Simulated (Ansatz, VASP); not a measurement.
One calculation of Pb, two programs

Contents of INCAR:

```
PREC = Accurate
ENCUT = 520
EDIFF = 1E-7
ISMEAR = -1
SIGMA = 0.05
LREAL = False
LASPH = True
NELM = 60
ALGO = Normal
ISIF = 2
LWAVE = False
LCHARG = False
GGA = CA
NBANDS = 13
```

Contents of KPOINTS:

```
regular mesh
0
Gamma
  14 14 14
```

File POSCAR:

```
Pb
1.0
   -1.7148961694      1.7148961694      1.7148961694
    1.7148961694     -1.7148961694      1.7148961694
    1.7148961694      1.7148961694     -1.7148961694
Pb
1
Direct
    0.0000000000      0.0000000000      0.0000000000
```

Input for Ansatz:

```yaml
crystal:
  lattice:
    - [-1.7148961694, 1.7148961694, 1.7148961694]
    - [1.7148961694, -1.7148961694, 1.7148961694]
    - [1.7148961694, 1.7148961694, -1.7148961694]
  atoms:
    - { symbol: Pb, position: [0.0, 0.0, 0.0] }
kpoints:
  mp_grid: { grid: [14, 14, 14] }
  band_path:
    path:
      - [0.0, 0.0, 0.0]
      - [0.5, -0.5, 0.5]
      - [0.0, 0.0, 0.5]
      - [0.0, 0.0, 0.0]
      - [0.25, 0.25, 0.25]
      - [0.5, -0.5, 0.5]
      - [0.25, 0.25, 0.25]
      - [0.0, 0.0, 0.5]
    npoints: 8
scf:
  occupations: { method: fermi_dirac, width: 0.05 }
hamiltonian:
  xc: lda
  pseudopotentials: { kind: all_electron, lapw: { basis_error: 0.001 } }
output:
  forces: true
  stress: true
  eigenvalues: true
  populations: true
  dos: { projected: true, de: 0.2, e_range: [-14, 8] }
```

Change from the starting cell: volume scaled by 0.7, LAPW.

Alike in both runs: task single point; functional LDA; k mesh 14 × 14 × 14; occupations fermi-dirac, width 0.05 eV; no spin polarisation.

|  | VASP | Ansatz |
| --- | --- | --- |
| version | VASP 6.6.1 | Ansatz 0.2.0 |
| potentials or method | VASP PAW LDA potentials, release 64 (Pb_d) | all-electron LAPW, scalar-relativistic |
| plane-wave cutoff (eV) | 520 | see its input |

```csv
,VASP,Ansatz,Ansatz less VASP
pressure (GPa),45.4,45.0,-0.42
```

Ansatz ran all-electron here, so the differences hold the error of VASP's frozen core and of both bases.

Caveats: so large a pressure means that the cell lies far from this level's equilibrium, or that cutoff or potentials fall short (VASP). The runs have no spin-orbit coupling, so splittings on Pb are missing.
